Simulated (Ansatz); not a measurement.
# Thickness series of a ZrC/MoSe2/Sc junction, part 4 of 5

How fast does the current through ZrC/MoSe2/Sc fall with each added layer? The lower electrode is ZrC rock salt(111), the upper one Sc hcp(0001); the barrier is MoSe2 3R layers (two layers in the relaxed core). In the first transport cell, after relaxation, the nearest pair of electrode and barrier is Zr–Se at 2.77 Å, along the normal, at the lower face and Sc–Se at 2.73 Å, along the normal, at the upper one. All share a net of side 3.3 Å, which strains the lower electrode by -0.9 %, the upper one by -0.6 % and the barrier by +0.0 %, against typed lattice constants near PBE's. The first steps treat the bulk electrodes alone.

Ansatz 0.2.0; PBE+D3(BJ) DFT, plane waves, PAW files (the session's first sound run).

So far, transmission at the Fermi level (a spin, zone mean): step 5 (the open system: T(E)) 0.0108.

### 6. Conductance, atomic planes in the barrier 3, gap between the electrodes 8.87 Å

Level of this step: PBE DFT, plane waves, PAW files; ballistic transmission by layer matching between semi-infinite leads (Ansatz).

System of this step: ZrC/MoSe2/Sc. The cell holds 29 atoms: 8 Zr, 7 C, 2 Se, 1 Mo and 11 Sc. Cell: a = 3.300 Å, b = 3.300 Å, c = 66.706 Å, α = 90.0°, β = 90.0°, γ = 120.0°. Regions: left electrode, 15 atoms (8 Zr and 7 C); barrier, 3 atoms (2 Se and 1 Mo); right electrode, 11 atoms (11 Sc). Vacuum lies along c.

The conductance needs T(E) within ten thermal energies of the Fermi level, on steps under 1.5 kT, and a finer mesh (30×30), since the current can rest on few wavevectors.

Contents of input.yaml:

```yaml
crystal:
  lattice:
    - [3.3, 0.0, 0.0]
    - [-1.65, 2.8578838325, 0.0]
    - [0.0, 0.0, 66.7059158061]
  atoms:
    - { symbol: Zr, position: [0.33333333, 0.66666667, 0.104938219] }
    - { symbol: C, position: [0.66666667, 0.33333333, 0.1251793005] }
    - { symbol: Zr, position: [0.0, 0.0, 0.145420382] }
    - { symbol: C, position: [0.33333333, 0.66666667, 0.1656614636] }
    - { symbol: Zr, position: [0.66666667, 0.33333333, 0.1859025451] }
    - { symbol: C, position: [0.0, 0.0, 0.2061436266] }
    - { symbol: Zr, position: [0.33333333, 0.66666667, 0.2263847082] }
    - { symbol: C, position: [0.66666667, 0.33333333, 0.2466257897] }
    - { symbol: Zr, position: [0.0, 0.0, 0.2668668712] }
    - { symbol: C, position: [0.33333333, 0.66666667, 0.2871079528] }
    - { symbol: Zr, position: [0.66666667, 0.33333333, 0.3073490343] }
    - { symbol: C, position: [0.0, 0.0, 0.3275901158] }
    - { symbol: Zr, position: [0.33333333, 0.66666667, 0.3478311973] }
    - { symbol: C, position: [0.66666667, 0.33333333, 0.3680722789] }
    - { symbol: Zr, position: [0.0, 0.0, 0.3828903121] }
    - { symbol: Se, position: [0.0, 0.0, 0.4243466941] }
    - { symbol: Mo, position: [0.66666667, 0.33333333, 0.4496251042] }
    - { symbol: Se, position: [0.0, 0.0, 0.4750410321] }
    - { symbol: Sc, position: [0.0, 0.0, 0.5159331348] }
    - { symbol: Sc, position: [0.33333333, 0.66666667, 0.5533604943] }
    - { symbol: Sc, position: [0.0, 0.0, 0.591327304] }
    - { symbol: Sc, position: [0.33333333, 0.66666667, 0.6292941136] }
    - { symbol: Sc, position: [0.0, 0.0, 0.6672609232] }
    - { symbol: Sc, position: [0.33333333, 0.66666667, 0.7052277329] }
    - { symbol: Sc, position: [0.0, 0.0, 0.7431945425] }
    - { symbol: Sc, position: [0.33333333, 0.66666667, 0.7811613521] }
    - { symbol: Sc, position: [0.0, 0.0, 0.8191281618] }
    - { symbol: Sc, position: [0.33333333, 0.66666667, 0.8570949714] }
    - { symbol: Sc, position: [0.0, 0.0, 0.895061781] }
kpoints:
  mp_grid: { grid: [12, 12, 1] }
scf:
  occupations: { method: fermi_dirac, width: 0.1 }
  max_iter: 150
hamiltonian:
  xc: pbe
output:
  transmission:
    kmesh: [30, 30]
    e_range: [-0.26, 0.27]
    de: 0.0375
    leads: [[6, 8], [23, 25]]
```

Command:

```sh
$ ansatz run input.yaml --threads 4 --pin off --max-ram 10240MiB --backend cpu --events-out ev --progress --plain --runs-dir out
```

Numbers of over 12 decimals in the logs are rounded to 6 here.

The log of the run:

```text
[...]
Crystal: 29 atoms, lattice volume = 629.105 Å³
Basis set: ecut = 420 eV, 12499 PW (Γ)
Bands: 175, of which v1, the nominal top of the filled ones, is band 146 counted from 1 (145 counted from 0)
Symmetry: 6 space group operations
[...]
k-points: 19 of 144 (time reversal used)
[...]
SCF iter   1: F=—  HF=-74628.319349 eV  |F-HF|=—  |Δ(HF+E_count)|=         —  Δρ=1.77e-2  dr2=6.21e2  ethr=1.77e-3  ⟨swp⟩=7.5  Hψ=12555  notcnv=0
[...]
SCF iter  11: F=-74627.214829 eV  HF=-74627.214829 eV  |F-HF|=3.84e-8  |Δ(HF+E_count)|=   4.77e-9  Δρ=1.13e-6  dr2=4.79e-8  ethr=3.44e-11  ⟨swp⟩=8.2  Hψ=8182  notcnv=0
SCF 1 converged in 11 iterations: F = -74627.214829 eV  dr2 = 4.79e-8
[...]
transmission: 479 of 4732 steps passed
transmission: 947 of 4732 steps passed
[...]
transmission: 4732 of 4732 steps passed
SCF converged after 11 iterations
Free energy (F): -74627.214829 eV
[...]
Internal energy: -74626.237341 eV  (E = F + TS)
E sigma→0 (E₀):  -74626.726085 eV
Entropy (-TS):   -0.977488 eV (-33.706 meV/atom)
Fermi energy:    9.553984 eV
[...]
--- Band table (eV; the first three rows and the last of 19) ---
  k-point 0: bands = [... 142 lower, 10.3180, 10.3633, 10.3694, 10.3694, 10.5151, 10.5371, 10.7623, 10.7752, ... 25 higher]
  k-point 1: bands = [... 142 lower, 10.1124, 10.1650, 10.2312, 10.2671, 10.3982, 10.4202, 10.5185, 10.5715, ... 25 higher]
  k-point 2: bands = [... 142 lower, 9.7700, 9.7971, 9.8359, 9.9180, 9.9921, 10.0960, 10.2563, 10.4374, ... 25 higher]
  k-point 18: bands = [... 142 lower, 9.1202, 9.1230, 9.1738, 9.2602, 9.3120, 9.5382, 9.5439, 9.6114, ... 25 higher]
--- Transmission ---
  basis      : 85 plane waves across, 52 finite elements along
  points     : 91, standing for a mesh of 30 x 30
  filling    : by the input's occupations and mesh, since the crystals that have channels conduct as metals do. If one of these is a semiconductor, that mesh has misplaced its level
[...]
filled         : 66.8 meV under the level at which it is neutral
    channels       : 2.733333e-1 a spin
    conductance    : 2.3479e14 S/m² at 300 K; may be off by some 0.1 % by where its bands' edges are placed, 10.1 % from the k-mesh, 5.5 % from the distance to neutral
    slowest decay  : 0.0288 /Å at (0.1000, 0.0333)
[...]
filled         : 4.7 meV under the level at which it is neutral
    channels       : 1.406667e0 a spin
[...]
slowest decay  : 0.0357 /Å at (0.3333, 0.3000)
  junction   : crystal 0 to crystal 1, 17.66 to 43.94 Å
    transmission   : 4.876644e-2 a spin
    conductance    : 3.4923e13 S/m² at 300 K (2.5419e13 on every other point, 3.5071e13 on every other energy)
    error estimate : 0.4 % from the energy spacing and 0.2 % from band edges of the leads and from resonances (wavevectors taken as independent; lower de), 21.9 % from the k-mesh, 13.0 % from the steps of its leads' Hamiltonians or their offsets (lay more layers), 25.0 % from the distance to neutral
    resistance     : 2.6081e-2 Ω µm² beyond half of each lead's own
```

The job ended after 3.1 min (4 threads of Arm Neoverse V2, shared host; peak memory 3.4 GiB; 11 min of CPU time).

This step gave:

* free energy: -74627.2148 eV
* Fermi energy: 9.554 eV
* transmission at the Fermi level (a spin, zone mean): 0.04877
* channels of the lower lead: 0.2733
* channels of the upper lead: 1.407
* potential step in the lower lead: 6.6 meV
* ballistic conductance of the lower lead: 2.35e14 S/m²
* potential step in the upper lead: 7.9 meV
* ballistic conductance of the upper lead: 1.18e15 S/m²
* junction conductance: 3.49e13 S/m²
* error estimates by source, in the log's order: 0.4, 0.2, 21.9, 13, 25 %
* resistance-area product beyond the leads: 0.02608 Ω um²

One spin. Transmission, zone mean against energy, zero at the Fermi level:

```csv
energy (eV),"transmission, zone mean"
-0.260,0.00823
-0.223,0.00750
-0.185,0.0104
-0.147,0.0184
-0.110,0.0204
-0.072,0.0372
-0.035,0.0320
0.003,0.0488
0.040,0.0462
0.077,0.0552
0.115,0.0618
0.152,0.0645
0.190,0.0642
0.228,0.0679
0.265,0.0657
```

One spin. Open channels, zone mean against energy, zero at the Fermi level:

| energy (eV) | lower lead | upper lead |
| --- | --- | --- |
| -0.260 | 0.38 | 1.15 |
| -0.223 | 0.36 | 1.19 |
| -0.185 | 0.327 | 1.27 |
| -0.147 | 0.32 | 1.32 |
| -0.110 | 0.333 | 1.35 |
| -0.072 | 0.32 | 1.41 |
| -0.035 | 0.273 | 1.42 |
| 0.003 | 0.273 | 1.41 |
| 0.040 | 0.293 | 1.51 |
| 0.077 | 0.3 | 1.51 |
| 0.115 | 0.32 | 1.48 |
| 0.152 | 0.36 | 1.31 |
| 0.190 | 0.367 | 0.933 |
| 0.228 | 0.393 | 0.64 |
| 0.265 | 0.387 | 0.54 |

Transmission over k1 and k2. At 0.0025 eV from the Fermi level.

Ten even steps from '_' (0.000) to '@' (0.599), each cell a mean:
```
__--@@______________________@@__--__________________________
__**__....__________________....**__________________________
______--====________________++==::__________________________
________--%%%%::____________##%%**__________________________
__________--##**::__________++####__________________________
______________----__________..--==__________________________
____________________________________________________________
____________________________________________________________
____________________________________________________________
__**__..::----..____________________________..----::..__**__
__--__--++%%%%++::__________________________--**%%%%==::--__
____@@__::==**==--____________________________--==**==::__@@
____________________________________________________________
____________________________________________________________
____________________________________________________________
____________________________::::____________::::____________
____________________________****==__________--++++..________
____________________________##%%##____________--%%%%::______
____________________________==****______________::**++::____
____________________________::::::__________________::::__::
____________________________##__**______________________**##
________________________________--______________________--__
```
Columns: k1 (b1) from -0.5 to 0.467; rows upwards: k2 (b2) from -0.5 to 0.467.

G = 3.5e13 S/m² (1/G = 0.0286 Ω µm²). The largest error estimate is 25 %, from the leads' distance from neutrality. In the worse lead the potential repeats within 7.9 meV, which the program lets pass, though it still puts 13 % of error on the junction's conductance through them. By hand, Landauer's formula with T at one energy: G = (e²/h) ΣT / A = 3.874e-5 S × 0.0975 / 9.431 Å² = 4.0e13 S/m², with T summed over both spins. The printed value averages T over the Fermi window and is 0.87 times this.

### 7. Conductance, 32 atoms

System of this step: ZrC/MoSe2/Sc. The cell holds 32 atoms: 8 Zr, 7 C, 4 Se, 2 Mo and 11 Sc. Its edges and angles: a = 3.300 Å, b = 3.300 Å, c = 72.982 Å, α = 90.0°, β = 90.0°, γ = 120.0°. Regions: left electrode, 15 atoms (8 Zr and 7 C); barrier, 6 atoms (4 Se and 2 Mo); right electrode, 11 atoms (11 Sc). Vacuum lies along c.

Barrier layers are added or taken out in the middle, and the relaxed faces stay.

Contents of input.yaml:

```yaml
crystal:
  lattice:
    - [3.3, 0.0, 0.0]
    - [-1.65, 2.8578838325, 0.0]
    - [0.0, 0.0, 72.9815647372]
  atoms:
    - { symbol: Zr, position: [0.33333333, 0.66666667, 0.095914633] }
    - { symbol: C, position: [0.66666667, 0.33333333, 0.1144151939] }
    - { symbol: Zr, position: [0.0, 0.0, 0.1329157548] }
    - { symbol: C, position: [0.33333333, 0.66666667, 0.1514163156] }
    - { symbol: Zr, position: [0.66666667, 0.33333333, 0.1699168765] }
    - { symbol: C, position: [0.0, 0.0, 0.1884174374] }
    - { symbol: Zr, position: [0.33333333, 0.66666667, 0.2069179982] }
    - { symbol: C, position: [0.66666667, 0.33333333, 0.2254185591] }
    - { symbol: Zr, position: [0.0, 0.0, 0.2439191199] }
    - { symbol: C, position: [0.33333333, 0.66666667, 0.2624196808] }
    - { symbol: Zr, position: [0.66666667, 0.33333333, 0.2809202417] }
    - { symbol: C, position: [0.0, 0.0, 0.2994208025] }
    - { symbol: Zr, position: [0.33333333, 0.66666667, 0.3179213634] }
    - { symbol: C, position: [0.66666667, 0.33333333, 0.3364219243] }
    - { symbol: Zr, position: [0.0, 0.0, 0.3499657621] }
    - { symbol: Se, position: [0.0, 0.0, 0.3878573302] }
    - { symbol: Mo, position: [0.66666667, 0.33333333, 0.4109620622] }
    - { symbol: Se, position: [0.0, 0.0, 0.4338055306] }
    - { symbol: Se, position: [0.66666667, 0.33333333, 0.4741808907] }
    - { symbol: Mo, position: [0.33333333, 0.66666667, 0.4969515714] }
    - { symbol: Se, position: [0.66666667, 0.33333333, 0.5201819961] }
    - { symbol: Sc, position: [0.66666667, 0.33333333, 0.557557807] }
    - { symbol: Sc, position: [0.0, 0.0, 0.5917668062] }
    - { symbol: Sc, position: [0.66666667, 0.33333333, 0.6264688685] }
    - { symbol: Sc, position: [0.0, 0.0, 0.6611709308] }
    - { symbol: Sc, position: [0.66666667, 0.33333333, 0.6958729931] }
    - { symbol: Sc, position: [0.0, 0.0, 0.7305750554] }
    - { symbol: Sc, position: [0.66666667, 0.33333333, 0.7652771177] }
    - { symbol: Sc, position: [0.0, 0.0, 0.79997918] }
    - { symbol: Sc, position: [0.66666667, 0.33333333, 0.8346812424] }
    - { symbol: Sc, position: [0.0, 0.0, 0.8693833047] }
    - { symbol: Sc, position: [0.66666667, 0.33333333, 0.904085367] }
kpoints:
  mp_grid: { grid: [12, 12, 1] }
scf:
  occupations: { method: fermi_dirac, width: 0.1 }
  max_iter: 150
hamiltonian:
  xc: pbe
output:
  transmission:
    kmesh: [30, 30]
    e_range: [-0.26, 0.27]
    de: 0.0375
    leads: [[6, 8], [26, 28]]
```

The log of the run:

```text
[...]
Crystal: 32 atoms, lattice volume = 688.290 Å³
Basis set: ecut = 420 eV, 13659 PW (Γ)
Bands: 203, of which v1, the nominal top of the filled ones, is band 169 counted from 1 (168 counted from 0)
Symmetry: 6 space group operations
[...]
k-points: 19 of 144 (time reversal used)
[...]
SCF iter   1: F=—  HF=-90524.446082 eV  |F-HF|=—  |Δ(HF+E_count)|=         —  Δρ=1.72e-2  dr2=7.20e2  ethr=1.77e-3  ⟨swp⟩=8.5  Hψ=15585  notcnv=0
[...]
SCF iter  12: F=-90523.302896 eV  HF=-90523.302896 eV  |F-HF|=4.23e-8  |Δ(HF+E_count)|=   1.15e-8  Δρ=8.60e-7  dr2=4.86e-8  ethr=2.97e-11  ⟨swp⟩=7.9  Hψ=9489  notcnv=0
SCF 1 converged in 12 iterations: F = -90523.302896 eV  dr2 = 4.86e-8
[...]
transmission: 560 of 5551 steps passed
transmission: 1113 of 5551 steps passed
[...]
transmission: 5551 of 5551 steps passed
SCF converged after 12 iterations
Free energy (F): -90523.302896 eV
[...]
Internal energy: -90522.287211 eV  (E = F + TS)
E sigma→0 (E₀):  -90522.795053 eV
Entropy (-TS):   -1.015685 eV (-31.740 meV/atom)
Fermi energy:    9.888783 eV
[...]
--- Band table (eV; the first three rows and the last of 19) ---
  k-point 0: bands = [... 165 lower, 10.6530, 10.6989, 10.7208, 10.7208, 10.8533, 10.8725, 11.0976, 11.1126, ... 30 higher]
  k-point 1: bands = [... 165 lower, 10.4546, 10.5002, 10.5663, 10.6085, 10.7314, 10.7771, 10.8826, 10.8887, ... 30 higher]
  k-point 2: bands = [... 165 lower, 10.1045, 10.1263, 10.1603, 10.2360, 10.3302, 10.3808, 10.5783, 10.7710, ... 30 higher]
  k-point 18: bands = [... 165 lower, 9.4581, 9.4692, 9.5959, 9.6427, 9.6875, 9.8729, 9.8800, 9.9508, ... 30 higher]
--- Transmission ---
  basis      : 85 plane waves across, 61 finite elements along
  points     : 91, standing for a mesh of 30 x 30
[...]
filled         : 66.2 meV under the level at which it is neutral
    channels       : 2.733333e-1 a spin
[...]
slowest decay  : 0.0293 /Å at (0.1000, 0.0333)
[...]
filled         : 4.7 meV under the level at which it is neutral
    channels       : 1.406667e0 a spin
[...]
slowest decay  : 0.0358 /Å at (0.3333, 0.3000)
  junction   : crystal 0 to crystal 1, 17.66 to 50.22 Å
    transmission   : 1.298822e-2 a spin
[...]
resistance     : 1.0707e-1 Ω µm² beyond half of each lead's own
```

Elapsed: 4.2 min, on 4 threads; peak memory 4.1 GiB; 16 min of CPU time.

Numbers from this step:

- free energy: -90523.3029 eV
- Fermi energy: 9.889 eV
- transmission at the Fermi level (a spin, zone mean): 0.01299
- potential step in the lower lead: 6.5 meV
- potential step in the upper lead: 6 meV
- junction conductance: 9.12e12 S/m²
- error estimates by source, in the log's order: 0.5, 1.1, 51, 14.2, 1.4 %
- resistance-area product beyond the leads: 0.1071 Ω um²

One spin. Transmission, zone mean against energy, zero at the Fermi level:

| energy (eV) | transmission, zone mean |
| --- | --- |
| -0.260 | 0.00116 |
| -0.223 | 0.00208 |
| -0.185 | 0.00160 |
| -0.147 | 0.00749 |
| -0.110 | 0.00888 |
| -0.072 | 0.0105 |
| -0.035 | 0.00949 |
| 0.003 | 0.0130 |
| 0.040 | 0.0118 |
| 0.077 | 0.0112 |
| 0.115 | 0.00893 |
| 0.152 | 0.00723 |
| 0.190 | 0.00536 |
| 0.228 | 0.0101 |
| 0.265 | 0.00786 |

One spin. The open channels, zone mean by energy, zero at the Fermi level:

| energy (eV) | lower lead | upper lead |
| --- | --- | --- |
| -0.260 | 0.38 | 1.15 |
| -0.223 | 0.36 | 1.19 |
| -0.185 | 0.327 | 1.27 |
| -0.147 | 0.32 | 1.32 |
| -0.110 | 0.333 | 1.35 |
| -0.072 | 0.32 | 1.41 |
| -0.035 | 0.273 | 1.42 |
| 0.003 | 0.273 | 1.41 |
| 0.040 | 0.293 | 1.51 |
| 0.077 | 0.3 | 1.51 |
| 0.115 | 0.32 | 1.48 |
| 0.152 | 0.36 | 1.32 |
| 0.190 | 0.367 | 0.933 |
| 0.228 | 0.393 | 0.64 |
| 0.265 | 0.387 | 0.54 |

Transmission over k1 and k2. At 0.0025 eV from the Fermi level; zeros and values more than six decades under the largest are shown at that floor.

log10 of the mean of each cell; the least values stand at a floor. Values, 12 rows by 16 columns:
```
-4.2 -3.2 -2.9 -6.5 -6.5 -6.5 -6.5 -2.9 -3.1 -5.0 -6.5 -6.5 -6.5 -6.5 -6.5 -6.5
-6.5 -2.6 -1.9 -1.9 -6.5 -6.5 -6.5 -1.9 -1.9 -3.1 -6.5 -6.5 -6.5 -6.5 -6.5 -6.5
-6.5 -6.5 -2.3 -1.2 -0.9 -1.6 -6.5 -1.0 -0.9 -2.2 -6.5 -6.5 -6.5 -6.5 -6.5 -6.5
-6.5 -6.5 -6.5 -1.9 -0.9 -1.6 -6.5 -1.4 -0.9 -1.9 -6.5 -6.5 -6.5 -6.5 -6.5 -6.5
-6.5 -6.5 -6.5 -6.5 -6.5 -6.5 -6.5 -6.5 -6.5 -6.5 -6.5 -6.5 -6.5 -6.5 -6.5 -6.5
-4.2 -2.6 -1.8 -1.1 -0.8 -6.5 -6.5 -6.5 -6.5 -6.5 -6.5 -0.9 -1.0 -1.6 -2.3 -4.2
-4.7 -4.2 -2.3 -1.7 -1.1 -1.3 -6.5 -6.5 -6.5 -6.5 -6.5 -1.4 -1.0 -1.7 -2.3 -4.2
-6.5 -6.5 -6.5 -6.5 -6.5 -6.5 -6.5 -6.5 -6.5 -6.5 -6.5 -6.5 -6.5 -6.5 -6.5 -6.5
-6.5 -6.5 -6.5 -6.5 -6.5 -6.5 -6.5 -0.9 -0.8 -1.9 -6.5 -0.8 -0.8 -2.3 -6.5 -6.5
-6.5 -6.5 -6.5 -6.5 -6.5 -6.5 -6.5 -1.7 -1.1 -2.2 -6.5 -1.9 -1.3 -1.5 -2.6 -6.5
-6.5 -6.5 -6.5 -6.5 -6.5 -6.5 -6.5 -2.6 -2.1 -3.1 -6.5 -6.5 -6.5 -2.3 -2.2 -4.5
-4.7 -5.9 -6.5 -6.5 -6.5 -6.5 -6.5 -4.3 -4.2 -5.0 -6.5 -6.5 -6.5 -6.5 -5.1 -4.0
```
Columns: k1 (b1) from -0.5 to 0.467; rows upwards: k2 (b2) from -0.5 to 0.467.

G = 9.1e12 S/m² (1/G = 0.110 Ω µm²), 0.26 times the step before of this kind. The largest error estimate is 51 %, from the mesh across the current. In the worse lead the potential repeats within 6.5 meV, which the program lets pass, though it still puts 14 % of error on the junction's conductance through them.

(Part 4 of 5 ends here.)

[Logs are printed without paths, hosts, clocks, repeated set-up lines and the standing remarks that a program may print on its own settings, such as how far it seeks lower states.]

[Hosts, paths, dates, database ids (printed as entryN), source tags and the programs' standing remarks are cut or masked in the printed files.]
